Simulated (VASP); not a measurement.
# Si (P6_3/mmc) in VASP: settings compared

The runs below take Si through relaxation of shape and atoms at fixed volume, relaxation of cell and atoms, with LDA, PBE.

Everything below comes from runs of VASP 6.6.1. Logs are shortened: lines on timing, memory, paths and dates and some standing lists are left out, and cuts for length are marked.

### Step 1. The structure

The structure is hexagonal, space group P6_3/mmc (No. 194). The conventional cell has a = 2.664 Å, b = 2.664 Å, c = 4.483 Å, α = 90.00°, β = 90.00°, γ = 120.00°. Si (site symmetry -6m2) is surrounded by 12 Si at 2.66 to 2.72 Å.

This isn't the form of Si at room conditions, which is diamond.

### Step 2. Relaxation of shape and atoms at fixed volume, LDA

Contents of INCAR:

```
ALGO = Normal
EDIFF = 1E-7
EDIFFG = -0.01
ENCUT = 600
IBRION = 2
ISIF = 4
ISMEAR = 0
LASPH = True
LCHARG = False
LREAL = False
LWAVE = False
NELM = 80
NSW = 40
PREC = Accurate
SIGMA = 0.03
```

Contents of KPOINTS:

```
k-points
0
Gamma
  12 12 6
```

Contents of POSCAR:

```
Si                                      
1.0
    2.6643688975      0.0000000000      0.0000000000
   -1.3321844487      2.3074111503      0.0000000000
    0.0000000000      0.0000000000      4.4827190426
  Si            
     2
Direct
     0.3333333300000021    0.6666666699999979    0.2500000000000000
     0.6666666699999979    0.3333333300000021    0.7500000000000000
```

Potentials or basis: VASP PAW LDA potentials, release 64 (Si).

Started as:

```sh
$ cat potpaw_LDA.64/Si/POTCAR > POTCAR
$ mpirun -np 1 vasp_std > vasp.out
```

OUTCAR:

```text
EDIFF = 1E-7
   EDIFFG = -0.01
   ENCUT = 600
   IBRION = 2
   ISIF = 4
   ISMEAR = 0
   LASPH = True
   LREAL = False
   NELM = 80
   NSW = 40
   PREC = Accurate

 ion  position               nearest neighbor table
   1  0.333  0.667  0.250-   2 2.72   2 2.72   2 2.72   2 2.72   2 2.72   2 2.72
   2  0.667  0.333  0.750-   1 2.72   1 2.72   1 2.72   1 2.72   1 2.72   1 2.72

  LATTYP: Found a hexagonal cell.
 ALAT       =     2.6643688975
 C/A-ratio  =     1.6824693633

  Lattice vectors:

 A1 = (   2.6643688975,   0.0000000000,   0.0000000000)
 A2 = (  -1.3321844487,   2.3074111503,   0.0000000000)
 A3 = (   0.0000000000,   0.0000000000,   4.4827190426)

Analysis of symmetry for initial positions (statically):
=====================================================================
 Subroutine PRICEL returns:
 Original cell was already a primitive cell.

 Routine SETGRP: Setting up the symmetry group for a
 hexagonal supercell.

 Subroutine GETGRP returns: Found 24 space group operations
 (whereof 12 operations were pure point group operations)
 out of a pool of 24 trial point group operations.

The static configuration has the point symmetry D_3d.
 The point group associated with its full space group is D_6h.

Analysis of symmetry for dynamics (positions and initial velocities):
=====================================================================
 Subroutine PRICEL returns:
 Original cell was already a primitive cell.

 Routine SETGRP: Setting up the symmetry group for a
 hexagonal supercell.

 Subroutine GETGRP returns: Found 24 space group operations
 (whereof 12 operations were pure point group operations)
 out of a pool of 24 trial point group operations.

The dynamic configuration has the point symmetry D_3d.
 The point group associated with its full space group is D_6h.

 Subroutine INISYM returns: Found 24 space group operations
 (whereof 12 operations are pure point group operations),
 and found     1 'primitive' translations

----------------------------------------------------------------------------------------

                                     Primitive cell

  volume of cell :      27.5588

  direct lattice vectors                    reciprocal lattice vectors
     2.664368898  0.000000000  0.000000000     0.375323402  0.216693067  0.000000000
    -1.332184449  2.307411150  0.000000000     0.000000000  0.433386135  0.000000000
     0.000000000  0.000000000  4.482719043     0.000000000  0.000000000  0.223078893

  length of vectors
[... 91 lines left out ...]
   TEBEG  =    0.0;   TEEND  =   0.0 temperature during run
   PSTRESS=    0.0 pullay stress
   NELECT =       8.0000    total number of electrons
   NUPDOWN=      -1.0000    fix difference up-down
   EMIN   =  10.00;   EMAX   =-10.00  energy-range for DOS
   EFERMI =   0.00;   METHOD = LEGACY
   ISMEAR =     0;   SIGMA  =   0.03  broadening in eV -4-tet -1-fermi 0-gaus
   EFERMI_NEDOS =   21; number of points for ismear=-14 and -15
   IALGO  =     38    algorithm
   IMIX   =      4    mixing-type and parameters
     AMIX     =   0.40;   BMIX     =  1.00
     AMIX_MAG =   1.60;   BMIX_MAG =  1.00
  volume/ion in A,a.u.               =      13.78        92.99
  Fermi-wavevector in a.u.,A,eV,Ry     =   1.083972  2.048409 15.986767  1.174994
  Thomas-Fermi vector in A             =   2.220050
   LORBIT       =      0    0 simple, 1 ext, 2 COOP (PROOUT), +10 PAW based schemes
   GGA     = CA    functional components
   LHFCALC =     F    Hartree Fock is set to
   AEXX    =    0.0000 exact exchange contribution
   IVDW    =     0    specifies the selected vdW correction
   LEPSILON=     F    determine dielectric tensor
   LRPA    =     F    only Hartree local field effects (RPA)
 conjugate gradient relaxation of ions
 non-spin polarized calculation
 Gauss-broadening in eV      SIGMA  =   0.03
  energy-cutoff  :      600.00
  volume of cell :       27.56
 maximum number of plane-waves:       932
 NGX is ok and might be reduce to    24
   NGX = 11   NGY = 11   NGZ = 17

 number of electron       8.0000000 magnetization

 Free energy of the ion-electron system (eV)
  ---------------------------------------------------
  ext. energy  EPLUGINS =         0.00000000
  ---------------------------------------------------
  free energy    TOTEN  =       -11.08956527 eV

  energy without entropy =      -11.08952596  energy(sigma->0) =      -11.08954561

 E-fermi :  10.7986     XC(G=0): -11.4628

 val. band max:       10.7986327076   @ k =   0.3333   0.3333   0.0000
 cond. band min:      10.9020223876   @ k =   0.2500  -0.0000   0.1667
 fundamental gap:      0.1033896800
 Fermi energy:        10.7986499175

 k-point     1 :       0.0000    0.0000    0.0000
  band No.  band energies     occupation
      1      -4.0646      2.00000
      2       2.6265      2.00000
      3       3.4426      2.00000
      4      19.7064      0.00000
      5      19.7064      0.00000
      6      21.0283      0.00000
      7      21.0283      0.00000
      8      21.7247      0.00000
[... 243 lines left out ...]
 k-point    24 :       0.3333   -0.0000    0.1667
  band No.  band energies     occupation
      1      -0.8665      2.00000
      2       3.7905      2.00000
      3       7.8688      2.00000
      4       8.4228      2.00000
      5      12.4299      0.00000
      6      15.2978      0.00000
      7      16.6713      0.00000
      8      17.4933      0.00000

 [... further k-points ...]

------------------------ aborting loop because EDIFF is reached ----------------------------------------

  FORCE on cell =-STRESS in cart. coord.  units (eV):
  Direction    XX          YY          ZZ          XY          YZ          ZX
  --------------------------------------------------------------------------------------
  -------------------------------------------------------------------------------------
  Total        0.0089272      0.0089272     -0.0086789      0.0000000     -0.0000000      0.0000000
  in kB        0.5189999      0.5189999     -0.5045616      0.0000000     -0.0000000      0.0000000
  external PRESSURE =       0.1778127 kB  Pullay stress =       0.0000000 kB

 VOLUME and BASIS-vectors are now :
 -----------------------------------------------------------------------------
  energy-cutoff  :      600.00
  volume of cell :       27.56
      direct lattice vectors                 reciprocal lattice vectors
     2.664368898  0.000000000  0.000000000     0.375323402  0.216693067  0.000000000
    -1.332184449  2.307411150  0.000000000     0.000000000  0.433386135  0.000000000
     0.000000000  0.000000000  4.482719043     0.000000000  0.000000000  0.223078893

 POSITION                                       TOTAL-FORCE (eV/Angst)
 -----------------------------------------------------------------------------------
     -0.00000      1.53827      1.12068         0.000000     -0.000000      0.000000
      1.33218      0.76914      3.36204        -0.000000      0.000000      0.000000
 -----------------------------------------------------------------------------------
    total drift:                               -0.000000      0.000000     -0.000000

  FREE ENERGIE OF THE ION-ELECTRON SYSTEM (eV)
  ---------------------------------------------------
  free  energy   TOTEN  =       -11.0895652697 eV

  energy  without entropy=      -11.0895259595  energy(sigma->0) =      -11.08954561

 reached required accuracy - stopping structural energy minimisation
```

Run time: 9.3 s. Hardware: 1 thread of Intel Xeon 6975P-C (Granite Rapids), shared host; peak memory 0.14 GiB.

What came out:

```yaml
Free_energy: -11.0896 eV
Pressure_after_relaxing: 0.0 GPa
Band_gap_on_the_k_mesh: none (metal or under the smearing width)
```

Final structure:
```cif
data_structure
_symmetry_space_group_name_H-M 'P 1'
_symmetry_Int_Tables_number 1
_cell_length_a 2.6644
_cell_length_b 2.6644
_cell_length_c 4.4827
_cell_angle_alpha 90.000
_cell_angle_beta 90.000
_cell_angle_gamma 120.000
_cell_volume 27.56
loop_
_atom_site_label
_atom_site_type_symbol
_atom_site_fract_x
_atom_site_fract_y
_atom_site_fract_z
_atom_site_occupancy
Si1 Si 0.33333 0.66667 0.25000 1
Si2 Si 0.66667 0.33333 0.75000 1
```

Caveat: the relaxation stopped at its first step, so nothing moved.

### Step 3. Relaxation of shape and atoms at fixed volume, LDA (a relaxed cell with its volume scaled by 1.02)

INCAR is that of step 2.

KPOINTS is that of step 2.

Contents of POSCAR:

```
Si                                      
1.0
    2.6820142389      0.0000000000      0.0000000000
   -1.3410071194      2.3226924642      0.0000000000
    0.0000000000      0.0000000000      4.5124067889
  Si            
     2
Direct
     0.3333333300000021    0.6666666699999979    0.2500000000000000
     0.6666666699999979    0.3333333300000021    0.7500000000000000
```

Potentials or basis: VASP PAW LDA potentials, release 64 (Si).

Started as:

```sh
$ cat potpaw_LDA.64/Si/POTCAR > POTCAR
$ mpirun -np 1 vasp_std > vasp.out
```

Run time: 9.2 s. Hardware: 1 thread of Intel Xeon 6975P-C (Granite Rapids), shared host; peak memory 0.14 GiB.

It converged, with:

* Free energy: -11.0863 eV
* Pressure after relaxing: -1.9 GPa
* Band gap on the k mesh: none (metal or under the smearing width)

Stress tensor (GPa, compression positive):
```
-1.86  0.00  0.00
 0.00 -1.86  0.00
 0.00  0.00 -2.02
```

Final structure:
```
CELL_PARAMETERS angstrom
2.68201 0.00000 0.00000
-1.34101 2.32269 0.00000
0.00000 0.00000 4.51241
ATOMIC_POSITIONS crystal
Si 0.33333 0.66667 0.25000
Si 0.66667 0.33333 0.75000
```

Levels at points of the mesh, in eV from the Fermi level:
```csv
k point,band 1,band 2,band 3,band 4,band 5,band 6,band 7,band 8
"(0.00, 0.00, 0.00)",-14.69,-8.12,-7.24,8.73,8.73,10.09,10.09,10.68
"(0.50, 0.00, 0.00)",-8.38,-7.76,-1.86,-1.64,-1.48,-0.04,3.60,5.82
"(0.00, 0.00, 0.50)",-12.92,-12.92,0.72,0.72,10.06,10.06,10.06,10.06
"(0.50, 0.00, 0.50)",-6.66,-6.66,-6.05,-6.05,5.12,5.12,5.75,5.75
```

Caveat: the relaxation stopped at its first step, so nothing moved.

### Step 4. Relaxation of shape and atoms at fixed volume, LDA (a relaxed cell with its volume scaled by 1.04)

INCAR is that of step 3.

KPOINTS is that of step 3.

Contents of POSCAR:

```
Si                                      
1.0
    2.6994304037      0.0000000000      0.0000000000
   -1.3497152018      2.3377753054      0.0000000000
    0.0000000000      0.0000000000      4.5417089527
  Si            
     2
Direct
     0.3333333300000021    0.6666666699999979    0.2500000000000000
     0.6666666699999979    0.3333333300000021    0.7500000000000000
```

Started as:

```sh
$ cat potpaw_LDA.64/Si/POTCAR > POTCAR
$ mpirun -np 1 vasp_std > vasp.out
```

Wall time 6.6 s (1 thread of Intel Xeon 6975P-C (Granite Rapids), shared host); peak memory 0.14 GiB.

The run converged. Its results:

```
Free energy             : -11.0767 eV
Pressure after relaxing : -3.6 GPa
Band gap on the k mesh  : none (metal or under the smearing width)
```

Stress tensor (GPa, compression positive):
```
-3.55  0.00  0.00
 0.00 -3.55  0.00
 0.00  0.00 -3.66
```

Final structure:
```xyz
2
Lattice="2.6994 0.0000 0.0000 -1.3497 2.3378 0.0000 0.0000 0.0000 4.5417" Properties=species:S:1:pos:R:3 pbc="T T T"
Si    0.0000    1.5585    1.1354
Si    1.3497    0.7793    3.4063
```

Levels at points of the mesh, in eV from the Fermi level:
| k point | band 1 | band 2 | band 3 | band 4 | band 5 | band 6 | band 7 | band 8 |
| --- | --- | --- | --- | --- | --- | --- | --- | --- |
| (0.00, 0.00, 0.00) | -14.53 | -8.08 | -7.13 | 8.55 | 8.55 | 9.94 | 9.94 | 10.44 |
| (0.50, 0.00, 0.00) | -8.31 | -7.67 | -1.88 | -1.62 | -1.56 | 0.00 | 3.51 | 5.75 |
| (0.00, 0.00, 0.50) | -12.78 | -12.78 | 0.69 | 0.69 | 9.84 | 9.84 | 9.84 | 9.84 |
| (0.50, 0.00, 0.50) | -6.61 | -6.61 | -5.99 | -5.99 | 5.01 | 5.01 | 5.61 | 5.61 |

Caveat: the relaxation stopped at its first step, so nothing moved.

### Step 5. Relaxation of shape and atoms at fixed volume, LDA (a relaxed cell with its volume scaled by 1.06)

INCAR is that of step 4.

KPOINTS is that of step 4.

Contents of POSCAR:

```
Si                                      
1.0
    2.7166246916      0.0000000000      0.0000000000
   -1.3583123457      2.3526659954      0.0000000000
    0.0000000000      0.0000000000      4.5706378152
  Si            
     2
Direct
     0.3333333300000021    0.6666666699999979    0.2500000000000000
     0.6666666699999979    0.3333333300000021    0.7500000000000000
```

Started as:

```sh
$ cat potpaw_LDA.64/Si/POTCAR > POTCAR
$ mpirun -np 1 vasp_std > vasp.out
```

It took 11 s on 1 thread of Intel Xeon 6975P-C (Granite Rapids), shared host; peak memory 0.14 GiB.

It converged, with:

```
Free energy             : -11.0619 eV
Pressure after relaxing : -5.0 GPa
Band gap on the k mesh  : none (metal or under the smearing width)
```

Final structure:
```
Si
1.0
     2.71662    0.00000    0.00000
    -1.35831    2.35267    0.00000
     0.00000    0.00000    4.57064
Si
2
Direct
  0.33333 0.66667 0.25000
  0.66667 0.33333 0.75000
```

Levels at points of the mesh, in eV from the Fermi level:
```csv
k point,band 1,band 2,band 3,band 4,band 5,band 6,band 7,band 8
"(0.00, 0.00, 0.00)",-14.34,-8.02,-6.99,8.40,8.40,9.83,9.83,10.23
"(0.50, 0.00, 0.00)",-8.22,-7.55,-1.86,-1.60,-1.56,0.06,3.46,5.71
"(0.00, 0.00, 0.50)",-12.62,-12.62,0.69,0.69,9.66,9.66,9.66,9.66
"(0.50, 0.00, 0.50)",-6.54,-6.54,-5.90,-5.90,4.94,4.94,5.50,5.50
```

Caveat: the relaxation stopped at its first step, so nothing moved.

### Step 6. Relaxation of cell and atoms, PBE

This run uses another cell than the first one, of 13.86 Å³/atom, 1.006 times its volume.

Contents of INCAR:

```
SYSTEM = Si
  ALGO = Normal
  EDIFF = 1E-6
  EDIFFG = -0.01
  ENCUT = 300
  GGA = PE
  IBRION = 2
  ISIF = 3
  ISMEAR = 0
  LASPH = .TRUE.
  LCHARG = .FALSE.
  LREAL = .FALSE.
  LWAVE = .FALSE.
  NELM = 80
  NSW = 90
  PREC = Accurate
  SIGMA = 0.03
```

Contents of KPOINTS:

```
k-points
0
G
  6 6 3
  0 0 0
```

Contents of POSCAR:

```
Si
1.0
    2.6655775094      0.0000000000      0.0000000000
   -1.3327887547      2.3084578389      0.0000000000
    0.0000000000      0.0000000000      4.5062692700
Si
2
Direct
    0.3333333300      0.6666666700      0.2500000000
    0.6666666700      0.3333333300      0.7500000000
```

Potentials or basis: VASP PAW PBE potentials, release 64 (Si).

Started as:

```sh
$ cat potpaw_PBE.64/Si/POTCAR > POTCAR
$ mpirun -np 1 vasp_std > vasp.out
```

Wall time 17 s (1 thread of Intel Xeon Platinum 8259CL at 2.50GHz (Skylake/Cascade Lake), shared host); peak memory 0.11 GiB.

It converged, with:

```yaml
Free_energy: -9.7772 eV
Relaxed_volume: 14.82 Å³/atom
Relaxed_cell: a = 2.612 Å, b = 2.612 Å, c = 5.017 Å, α = 90.00°, β = 90.00°, γ = 120.00°
Space_group_after_relaxing_to_0.05_Å: P6_3/mmc (No. 194)
Energy_gained_by_relaxing: 51.2 meV/atom
Ionic_steps: 17
Pressure_after_relaxing: 0.0 GPa
Band_gap_on_the_k_mesh: none (metal or under the smearing width)
```

Stress tensor (GPa, compression positive):
```
-0.06  0.00  0.00
 0.00 -0.06  0.00
 0.00  0.00  0.02
```

The path:
| step | energy change (eV) | largest force (eV/Å) | pressure (GPa) | volume (Å³) |
| --- | --- | --- | --- | --- |
| 1 | 0.0000 | 0.0000 | 2.34 | 27.73 |
| 2 | -0.0499 | 0.0000 | -2.13 | 28.53 |
| 3 | -0.0507 | 0.0000 | -2.38 | 28.61 |
| 4 | -0.0561 | 0.0000 | -1.16 | 28.76 |
| 5 | -0.0647 | 0.0000 | -2.32 | 29.06 |
| 6 | -0.0651 | 0.0000 | -2.48 | 29.12 |
| 7 | -0.0669 | 0.0000 | -2.55 | 29.24 |
| 8 | -0.0784 | 0.0000 | -1.07 | 29.47 |
| 9 | -0.0982 | 0.0000 | -1.29 | 29.92 |
| 10 | -0.1000 | 0.0000 | -1.50 | 30.14 |
| 11 | -0.1001 | 0.0000 | -1.48 | 30.10 |
| 12 | -0.1005 | 0.0000 | -0.11 | 29.37 |
| 13 | -0.1008 | 0.0000 | -0.11 | 29.47 |
| 14 | -0.1011 | 0.0000 | -0.09 | 29.58 |
| 15 | -0.1019 | 0.0000 | -0.47 | 29.84 |
| 16 | -0.1024 | 0.0000 | 0.05 | 29.60 |
| 17 | -0.1024 | 0.0000 | -0.03 | 29.64 |

Final structure:
```cif
data_structure
_symmetry_space_group_name_H-M 'P 1'
_symmetry_Int_Tables_number 1
_cell_length_a 2.6118
_cell_length_b 2.6118
_cell_length_c 5.0173
_cell_angle_alpha 90.000
_cell_angle_beta 90.000
_cell_angle_gamma 120.000
_cell_volume 29.64
loop_
_atom_site_label
_atom_site_type_symbol
_atom_site_fract_x
_atom_site_fract_y
_atom_site_fract_z
_atom_site_occupancy
Si1 Si 0.33333 0.66667 0.25000 1
Si2 Si 0.66667 0.33333 0.75000 1
```

Levels at points of the mesh, in eV from the Fermi level:
| k point | band 1 | band 2 | band 3 | band 4 | band 5 | band 6 | band 7 | band 8 |
| --- | --- | --- | --- | --- | --- | --- | --- | --- |
| (0.00, 0.00, 0.00) | -14.69 | -10.09 | -7.72 | 6.28 | 7.87 | 10.35 | 10.35 | 11.27 |
| (0.50, 0.00, 0.00) | -7.86 | -7.53 | -3.48 | -2.99 | -1.59 | -0.18 | 4.72 | 6.72 |

Caveat: the k mesh is coarse (spacing up to 0.46 Å⁻¹), so the values aren't converged; the cutoff is under 1.25 times the usual one of these potentials, so pressure, stress and relaxed cells hold a basis-set (Pulay) error.

### Step 7. The runs side by side

```tsv
task	level	potentials or basis	cell	k mesh	cutoff (eV)	mesh quality	gap on the mesh (eV)	pressure (GPa)
relaxation of shape and atoms at fixed volume	LDA	VASP PAW LDA potentials, release 64 (Si)	atoms relaxed at fixed volume	12 × 12 × 6	600	not flagged	none	0.0
relaxation of shape and atoms at fixed volume	LDA	VASP PAW LDA potentials, release 64 (Si)	atoms relaxed at fixed volume from: a relaxed cell with its volume scaled by 1.02	12 × 12 × 6	600	not flagged	none	-1.9
relaxation of shape and atoms at fixed volume	LDA	VASP PAW LDA potentials, release 64 (Si)	atoms relaxed at fixed volume from: a relaxed cell with its volume scaled by 1.04	12 × 12 × 6	600	not flagged	none	-3.6
relaxation of shape and atoms at fixed volume	LDA	VASP PAW LDA potentials, release 64 (Si)	atoms relaxed at fixed volume from: a relaxed cell with its volume scaled by 1.06	12 × 12 × 6	600	not flagged	none	-5.0
relaxation of cell and atoms	PBE	VASP PAW PBE potentials, release 64 (Si)	relaxed	6 × 6 × 3	300	coarse	none	0.0
```

Alike in all rows: no spin polarisation; smearing gaussian 0.03 eV.

Caveats: some runs use coarse meshes; the relaxation stopped at its first step, so nothing moved (some runs); the cutoff is under 1.25 times the usual one of these potentials, so pressure, stress and relaxed cells hold a basis-set (Pulay) error (some runs).

Absolute energies hang on the potentials; compare differences alone.
